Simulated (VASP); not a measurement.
# Si3Ge (P6/mmm) in VASP: notebook, part 2 of 2

VASP 6.6.1.

### Step 3. Single point, HSE(alpha, omega)

The input, POSCAR:

```
Si3Ge
1.0
    2.7150000000      0.0000000000      0.0000000000
   -1.3575000000      2.3512600000      0.0000000000
    0.0000000000      0.0000000000     10.1106100000
Si Ge
3 1
Direct
    0.0000000000      0.0000000000      0.5000000000
    0.0000000000      0.0000000000      0.7435600000
    0.0000000000      0.0000000000      0.2564400000
    0.0000000000      0.0000000000      0.0000000000
```

The input, INCAR.step1:

```
ALGO = Normal
EDIFF = 1E-5
ENCUT = 520
GGA = PE
ISIF = 2
ISMEAR = -1
LASPH = True
LCHARG = False
LREAL = False
LWAVE = True
NELM = 80
PREC = Accurate
SIGMA = 0.05
```

The input, INCAR.step2:

```
AEXX = 0.25
ALGO = Normal
EDIFF = 1E-7
ENCUT = 520
GGA = PE
HFSCREEN = 0.15
ISIF = 2
ISMEAR = -1
ISTART = 1
LASPH = True
LCHARG = False
LHFCALC = True
LREAL = False
LWAVE = False
NELM = 80
PREC = Accurate
PRECFOCK = Fast
SIGMA = 0.05
```

The input, KPOINTS:

```
k-points
0
Gamma
  6 6 2
```

Potentials or basis: VASP PAW PBE potentials, release 64 (Si, Ge_d).

Run with:

```
cat potpaw_PBE.64/Si/POTCAR potpaw_PBE.64/Ge_d/POTCAR > POTCAR
cp INCAR.step1 INCAR
mpirun -np 1 vasp_std > vasp.out
cp INCAR.step2 INCAR
mpirun -np 1 vasp_std > vasp.out
```

OUTCAR:

```text
AEXX = 0.25
   EDIFF = 1E-7
   ENCUT = 520
   GGA = PE
   HFSCREEN = 0.15
   ISIF = 2
   ISMEAR = -1
   ISTART = 1
   LASPH = True
   LHFCALC = True
   LREAL = False
   NELM = 80
   PREC = Accurate
   PRECFOCK = Fast

 ion  position               nearest neighbor table
   1  0.000  0.000  0.500-   2 2.46   3 2.46
   2  0.000  0.000  0.744-   1 2.46   4 2.59
   3  0.000  0.000  0.256-   1 2.46   4 2.59
   4  0.000  0.000  0.000-   2 2.59   3 2.59

  LATTYP: Found a hexagonal cell.
 ALAT       =     2.7150000000
 C/A-ratio  =     3.7239815838

  Lattice vectors:

 A1 = (   2.7150000000,   0.0000000000,   0.0000000000)
 A2 = (  -1.3575000000,   2.3512600000,   0.0000000000)
 A3 = (   0.0000000000,   0.0000000000,  10.1106100000)

Analysis of symmetry for initial positions (statically):
=====================================================================
 Subroutine PRICEL returns:
 Original cell was already a primitive cell.

 Routine SETGRP: Setting up the symmetry group for a
 hexagonal supercell.

 Subroutine GETGRP returns: Found 24 space group operations
 (whereof 24 operations were pure point group operations)
 out of a pool of 24 trial point group operations.

The static configuration has the point symmetry D_6h.

Analysis of symmetry for dynamics (positions and initial velocities):
=====================================================================
 Subroutine PRICEL returns:
 Original cell was already a primitive cell.

 Routine SETGRP: Setting up the symmetry group for a
 hexagonal supercell.

 Subroutine GETGRP returns: Found 24 space group operations
 (whereof 24 operations were pure point group operations)
 out of a pool of 24 trial point group operations.

The dynamic configuration has the point symmetry D_6h.

 Subroutine INISYM returns: Found 24 space group operations
 (whereof 24 operations are pure point group operations),
 and found     1 'primitive' translations

----------------------------------------------------------------------------------------

                                     Primitive cell

  volume of cell :      64.5428

  direct lattice vectors                    reciprocal lattice vectors
     2.715000000  0.000000000  0.000000000     0.368324125  0.212651940  0.000000000
    -1.357500000  2.351260000  0.000000000     0.000000000  0.425303880  0.000000000
     0.000000000  0.000000000 10.110610000     0.000000000  0.000000000  0.098906001

  length of vectors
     2.715000000  2.715000891 10.110610000     0.425304019  0.425303880  0.098906001

  position of ions in fractional coordinates (direct lattice)
     0.000000000  0.000000000  0.500000000
     0.000000000  0.000000000  0.743560000
     0.000000000  0.000000000  0.256440000
     0.000000000  0.000000000  0.000000000

  ion indices of the primitive-cell ions
   primitive index   ion index
                 1           1
                 2           2
                 3           3
[... 37 lines left out ...]
  0.000000  0.000000  0.500000      1.000000
  0.166667  0.000000  0.500000      6.000000
  0.333333 -0.000000  0.500000      6.000000
  0.500000  0.000000  0.500000      3.000000
  0.166667  0.166667  0.500000      6.000000
  0.333333  0.166667  0.500000     12.000000
  0.333333  0.333333  0.500000      2.000000
   k-points           NKPTS =     14   k-points in BZ     NKDIM =     72   number of bands    NBANDS=     17
   number of dos      NEDOS =    301   number of ions     NIONS =      4
   total plane-waves  NPLWV =  32000
   dimension x,y,z NGX =    20 NGY =   20 NGZ =   80
   dimension x,y,z NGXF=    40 NGYF=   40 NGZF=  160
   ions per type =               3   1
   NGX,Y,Z   is equivalent  to a cutoff of  12.25, 12.25, 13.15 a.u.
   NGXF,Y,Z  is equivalent  to a cutoff of  24.49, 24.49, 26.31 a.u.
 SYSTEM =  unknown system
   PREC   = accura    normal or accurate (medium, high low for compatibility)
   ISTART =      1    job   : 0-new  1-cont  2-samecut
   ICHARG =      0    charge: 1-file 2-atom 10-const
   ISPIN  =      1    spin polarized calculation?
   LNONCOLLINEAR =      F non collinear calculations
   LSORBIT =      F    spin-orbit coupling
   LASPH  =      T    aspherical Exc in radial PAW
   ENCUT  =  520.0 eV  38.22 Ry    6.18 a.u.   5.05  5.05 18.80*2*pi/ulx,y,z
   NELM   =     80;   NELMIN=  2; NELMDL=  0     # of ELM steps
   EDIFF  = 0.1E-06   stopping-criterion for ELM
   LREAL  =      F    real-space projection
   EDIFFG = 0.1E-05   stopping-criterion for IOM
   NSW    =      0    number of steps for IOM
   IBRION =     -1    ionic relax: 0-MD 1-quasi-New 2-CG
   NFREE  =      0    steps in history (QN), initial steepest desc. (CG)
   ISIF   =      2    stress and relaxation
   ISYM   =      3    0-nonsym 1-usesym 2-fastsym
   POTIM  = 0.5000    time-step for ionic-motion
   TEBEG  =    0.0;   TEEND  =   0.0 temperature during run
   PSTRESS=    0.0 pullay stress
   NELECT =      26.0000    total number of electrons
   NUPDOWN=      -1.0000    fix difference up-down
   EMIN   =  10.00;   EMAX   =-10.00  energy-range for DOS
   EFERMI =   0.00;   METHOD = LEGACY
   ISMEAR =    -1;   SIGMA  =   0.05  broadening in eV -4-tet -1-fermi 0-gaus
   EFERMI_NEDOS =   21; number of points for ismear=-14 and -15
   IALGO  =     38    algorithm
   IMIX   =      1    mixing-type and parameters
     AMIX     =   0.40;   BMIX     =  1.00
     AMIX_MAG =   1.60;   BMIX_MAG =  1.00
  volume/ion in A,a.u.               =      16.14       108.89
  Fermi-wavevector in a.u.,A,eV,Ry     =   1.209066  2.284803 19.889548  1.461841
  Thomas-Fermi vector in A             =   2.344655
   LORBIT       =      0    0 simple, 1 ext, 2 COOP (PROOUT), +10 PAW based schemes
   GGA     = PE    functional components
   LHFCALC =     T    Hartree Fock is set to
   PRECFOCK=fast      Normal, Fast or Accurate (Low or Medium for compatibility)
   ENCUT4O =  -1.0   cutoff for four orbital integrals eV
   NKREDX  =     1    reduce k-point grid by
   NKREDY  =     1    reduce k-point grid by
   NKREDZ  =     1    reduce k-point grid by
   AEXX    =    0.2500 exact exchange contribution
   HFSCREEN=    0.1500 screening length (either q_TF or 0.3 A-1)
   HFSCREENC=   0.1500 screening length for correlation (either q_TF or 0.3 A-1)
   ENCUTFOCK=  -1.0 apply spherical cutoff to Coloumb kernel
   IVDW    =     0    specifies the selected vdW correction
   LEPSILON=     F    determine dielectric tensor
   LRPA    =     F    only Hartree local field effects (RPA)
 non-spin polarized calculation
  energy-cutoff  :      520.00
  volume of cell :       64.54
 maximum number of plane-waves:      1761
  NGX = 12; NGY = 12; NGZ = 48

 number of electron      25.9999986 magnetization

 Free energy of the ion-electron system (eV)
  ---------------------------------------------------
  ext. energy  EPLUGINS =         0.00000000
  ---------------------------------------------------
  free energy    TOTEN  =       -22.52118811 eV

  energy without entropy =      -22.49445078  energy(sigma->0) =      -22.50781945

 E-fermi :   8.8125     XC(G=0):  -8.9818

 val. band max:        8.7812136663   @ k =   0.1667   0.1667   0.0000
 cond. band min:       8.8869461842   @ k =   0.1667   0.1667   0.0000
 fundamental gap:      0.1057325179
 Fermi energy:         8.8125442424

 k-point     1 :       0.0000    0.0000    0.0000
  band No.  band energies     occupation
      1     -19.9003      2.00000
      2     -19.9003      2.00000
      3     -19.8731      2.00000
      4     -19.7148      2.00000
      5     -19.7148      2.00000
      6      -7.1339      2.00000
[... 257 lines left out ...]
      4     -19.7901      2.00000
      5     -19.7326      2.00000
      6       1.5637      2.00000
[... 9 lines left out ...]
     16       6.7630      2.00000
     17       6.7630      2.00000

------------------------ aborting loop because EDIFF is reached ----------------------------------------

  FORCE on cell =-STRESS in cart. coord.  units (eV):
  Direction    XX          YY          ZZ          XY          YZ          ZX
  --------------------------------------------------------------------------------------
  -------------------------------------------------------------------------------------
  Total       -3.4105088     -3.4105118      2.7435970      0.0000000      0.0000000      0.0000000
  in kB      -84.6607101    -84.6607842     68.1056358      0.0000000      0.0000000      0.0000000
  external PRESSURE =     -33.7386195 kB  Pullay stress =       0.0000000 kB

 VOLUME and BASIS-vectors are now :
 -----------------------------------------------------------------------------
  energy-cutoff  :      520.00
  volume of cell :       64.54
      direct lattice vectors                 reciprocal lattice vectors
     2.715000000  0.000000000  0.000000000     0.368324125  0.212651940  0.000000000
    -1.357500000  2.351260000  0.000000000     0.000000000  0.425303880  0.000000000
     0.000000000  0.000000000 10.110610000     0.000000000  0.000000000  0.098906001

 POSITION                                       TOTAL-FORCE (eV/Angst)
 -----------------------------------------------------------------------------------
      0.00000      0.00000      5.05530         0.000000     -0.000000     -0.000000
      0.00000      0.00000      7.51785        -0.000000     -0.000000     -0.179896
      0.00000      0.00000      2.59276        -0.000000      0.000000      0.179896
      0.00000      0.00000      0.00000        -0.000000     -0.000000     -0.000000
 -----------------------------------------------------------------------------------
    total drift:                               -0.000000      0.000005      0.000003

  FREE ENERGIE OF THE ION-ELECTRON SYSTEM (eV)
  ---------------------------------------------------
  free  energy   TOTEN  =       -22.5211881102 eV

  energy  without entropy=      -22.4944507804  energy(sigma->0) =      -22.50781945
```

It took 23 min on 1 thread of Intel Xeon Platinum 8488C (Sapphire Rapids), shared host; peak memory 0.28 GiB.

Results:

- Free energy: -22.5212 eV
- Pressure: -3.4 GPa
- Largest force: 0.180 eV/Å

Forces in eV/Å, atoms in the order of the input:
```
Si   0.000  0.000  0.000
Si   0.000  0.000 -0.180
Si   0.000  0.000  0.180
Ge   0.000  0.000  0.000
```

Stress tensor (GPa, compression positive):
```
-8.47  0.00  0.00
 0.00 -8.47  0.00
 0.00  0.00  6.81
```

Caveat: the k mesh is coarse (spacing up to 0.45 Å⁻¹), so the values aren't converged, least of all with exact exchange; the bands computed are all filled at some k points, so no gap is given; the PAW data sets were made with another functional, which shifts forces and pressure a little.

### Step 4. Single point, HSE(alpha, omega)

POSCAR is that of step 3.

INCAR.step1 is that of step 3.

INCAR.step2: that of step 3 with these lines changed.

```diff
@@ -5,3 +5,3 @@
 GGA = PE
-HFSCREEN = 0.15
+HFSCREEN = 0.2
 ISIF = 2
```

KPOINTS is that of step 3.

Run with:

```
cat potpaw_PBE.64/Si/POTCAR potpaw_PBE.64/Ge_d/POTCAR > POTCAR
cp INCAR.step1 INCAR
mpirun -np 1 vasp_std > vasp.out
cp INCAR.step2 INCAR
mpirun -np 1 vasp_std > vasp.out
```

Wall time 25 min (1 thread of Intel Xeon Platinum 8488C (Sapphire Rapids), shared host); peak memory 0.28 GiB.

Results (log left out):

| Property | Result |
| --- | --- |
| Free energy | -22.0979 eV |
| Pressure | -3.1 GPa |
| Largest force | 0.204 eV/Å |

Forces on the atoms (eV/Å):
```
Si   0.000  0.000  0.000
Si   0.000  0.000 -0.204
Si   0.000  0.000  0.204
Ge   0.000  0.000  0.000
```

Stress tensor (GPa, compression positive):
```
-7.85  0.00  0.00
 0.00 -7.85  0.00
 0.00  0.00  6.34
```

Levels at points of the mesh, in eV from the Fermi level:
```
           k point  band 9  band 10  band 11  band 12  band 13  band 14  band 15  band 16  band 17
(0.00, 0.00, 0.00)  -10.54    -8.08    -1.52    -1.31     8.16     8.55     9.90     9.90    11.09
(0.50, 0.00, 0.00)   -7.39    -6.26    -6.05    -3.48    -2.91    -2.90     2.06     4.04     4.21
(0.00, 0.00, 0.50)  -12.01    -5.66    -5.45     3.01     3.74    10.03    10.03    10.51    10.51
(0.50, 0.00, 0.50)   -7.19    -5.94    -5.31    -4.76    -4.36     0.19     0.72     3.48     4.24
```

Caveat: the k mesh is coarse (spacing up to 0.45 Å⁻¹), so the values aren't converged, least of all with exact exchange; the bands computed are all filled at some k points, so no gap is given; the PAW data sets were made with another functional, which shifts forces and pressure a little.

### Step 5. For comparison

An earlier run on the cell as given: functional PBE; potentials or basis VASP PAW PBE potentials, release 64 (Si, Ge_d); cutoff 520 eV; k mesh 11 × 11 × 3; occupations fermi-dirac, width 0.05 eV; no spin polarisation.

- Pressure: 0.4 GPa
- Largest force: 0.012 eV/Å
- Band gap on the k mesh: none (metal or under the smearing width)

### Step 6. Summary

| level | k mesh | share of exact exchange | grid for exact exchange (PRECFOCK) | exchange at q = 0 | screening parameter | mesh quality | pressure (GPa) | largest force (eV/Å) |
| --- | --- | --- | --- | --- | --- | --- | --- | --- |
| PBE0(alpha) | 6 × 6 × 2 | 0.3 | Fast | truncated | - | coarse | -5.2 | 0.39 |
| HSE(alpha, omega) | 6 × 6 × 2 | - | Fast | - | 0.15 | coarse | -3.4 | 0.18 |
| HSE(alpha, omega) | 6 × 6 × 2 | - | Fast | - | 0.2 | coarse | -3.1 | 0.20 |
| PBE | 11 × 11 × 3 | - | - | - | - | not flagged | 0.4 | 0.01 |

Alike in all rows: task single point; potentials or basis VASP PAW PBE potentials, release 64 (Si, Ge_d); no spin polarisation; cell as given; cutoff (eV) 520; smearing fermi-dirac 0.05 eV.

Caveats: some runs use coarse meshes; the bands computed are all filled at some k points, so no gap is given (some runs); the PAW data sets were made with another functional, which shifts forces and pressure a little (some runs).

Absolute energies hang on the potentials; compare differences alone.
